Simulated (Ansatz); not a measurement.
LiF built on the rocksalt prototype at its r2SCAN geometry, run in the plane-wave code Ansatz at 2 levels of theory. Calculated for a static, non-magnetic cell.

The HSE06 input:
```yaml
crystal:
  lattice:
    - [0.0, 1.9948717717, 1.9948717717]
    - [1.9948717717, 0.0, 1.9948717717]
    - [1.9948717717, 1.9948717717, 0.0]
  atoms:
    - { symbol: Li, position: [0.0, 0.0, 0.0] }
    - { symbol: F, position: [0.5, 0.5, 0.5] }
kpoints:
  mp_grid: { grid: [8, 8, 8] }
  band_path:
    path:
      - [0.0, 0.0, 0.0]
      - [0.5, 0.0, 0.5]
      - [0.625, 0.25, 0.625]
      - [0.375, 0.375, 0.75]
      - [0.5, 0.5, 0.5]
      - [0.5, 0.25, 0.75]
      - [-0.0625, 0.0, 0.0625]
    npoints: 1
hamiltonian:
  xc: hse06
scf:
  occupations: { method: fixed }
  n_extra_bands: 4
output:
  forces: true
  stress: true
  eigenvalues: true
```

Main results, then, where recorded, the levels near the gap in eV from the Fermi energy (columns number the bands from 0), one row a point of the path (Γ, X, U, K, L, W, K–Γ (0.83)):
```
Crystal: 2 atoms, lattice volume = 15.877 Å³
Symmetry: 48 space group operations
Space group: Fm-3m (ITA 225)
```
```
Basis set: ecut = 420 eV, 331 PW (Γ)
Bands: 9, of which v1, the nominal top of the filled ones, is band 5 counted from 1 (4 counted from 0)
k-points: 29 of 512
Exchange kernel: α = 0.2500, screened, ω = 0.2079 Å⁻¹, Wigner–Seitz truncation, v(0) = 1046.2338 eV·Å³, q-mesh 8×8×8
hybrid outer 1: dexx = +2.516e-3 eV, tail = 3.77e-6 eV
hybrid outer 2: dexx = +5.223e-8 eV, tail = 2.22e-8 eV, Δε = 1.19e-3 eV
Free energy (F): -1016.117771 eV
Fermi energy:    -0.494533 eV
--- Stress (GPa, compression-positive) ---
        1.212550       0.000000       0.000000
        0.000000       1.212550       0.000000
        0.000000       0.000000       1.212550
  P = ⅓ Tr σ = 1.2125 GPa (12.125 kbar)
```
```tsv
band_0	band_1	band_2	band_3	band_4	band_5	band_6	band_7
-42.874	-21.649	0.000	0.000	0.000	11.675	27.101	27.101
-42.788	-20.885	-3.248	-1.096	-1.096	17.712	18.924	20.316
-42.789	-20.933	-2.703	-1.701	-0.808	17.145	17.744	21.361
-42.789	-20.933	-2.703	-1.701	-0.808	17.145	17.744	21.361
-42.807	-21.178	-2.745	-0.256	-0.256	13.298	19.751	21.681
-42.787	-20.915	-2.250	-2.250	-0.879	17.828	17.828	20.312
-42.867	-21.605	-0.287	-0.089	0.001	11.994	24.227	25.145
```

HSE06 gives an indirect gap of 11.674 eV, from K–Γ (0.83 of the way from K) to Γ; the least direct gap is 11.675 eV at Γ. Least and direct gap differ so little that the kind isn't settled.

PBE0. Against the first input these blocks differ (the band path and keys that only write files left aside):
```yaml
hamiltonian:
  xc: pbe0
```

```
Basis set: ecut = 420 eV, 331 PW (Γ)
Bands: 9, of which v1, the nominal top of the filled ones, is band 5 counted from 1 (4 counted from 0)
k-points: 29 of 512
hybrid outer 1: dexx = +3.022e-3 eV, tail = 5.27e-6 eV
hybrid outer 2: dexx = +9.885e-8 eV, tail = 5.31e-9 eV, Δε = 1.37e-3 eV
Free energy (F): -1016.260695 eV
Fermi energy:    -0.912684 eV
--- Stress (GPa, compression-positive) ---
        1.104970       0.000000       0.000000
        0.000000       1.104970       0.000000
        0.000000       0.000000       1.104970
  P = ⅓ Tr σ = 1.1050 GPa (11.050 kbar)
```
```tsv
band_0	band_1	band_2	band_3	band_4	band_5	band_6	band_7
-42.881	-21.656	0.000	0.000	0.000	12.434	27.899	27.899
-42.795	-20.889	-3.270	-1.103	-1.103	18.495	19.680	21.100
-42.796	-20.938	-2.721	-1.713	-0.813	17.917	18.525	22.145
-42.796	-20.938	-2.721	-1.713	-0.813	17.917	18.525	22.145
-42.813	-21.183	-2.763	-0.256	-0.256	14.062	20.529	22.473
-42.794	-20.919	-2.265	-2.265	-0.885	18.605	18.605	21.101
-42.874	-21.612	-0.290	-0.090	0.001	12.756	25.005	25.936
```

The PBE0 gap is indirect, 12.433 eV (K–Γ (0.83 of the way from K) to Γ), below the direct gap of 12.434 eV at Γ. Least and direct gap differ so little that the kind isn't settled. At this geometry PBE0 finds +1.1 GPa, compression counted positive: its own equilibrium volume is larger. (The program warns that its thresholds are loose for a hybrid's stress.)

Totals of different functionals can't be compared.

The meshes of the hybrids are coarse, so their gaps aren't converged to the digits shown.
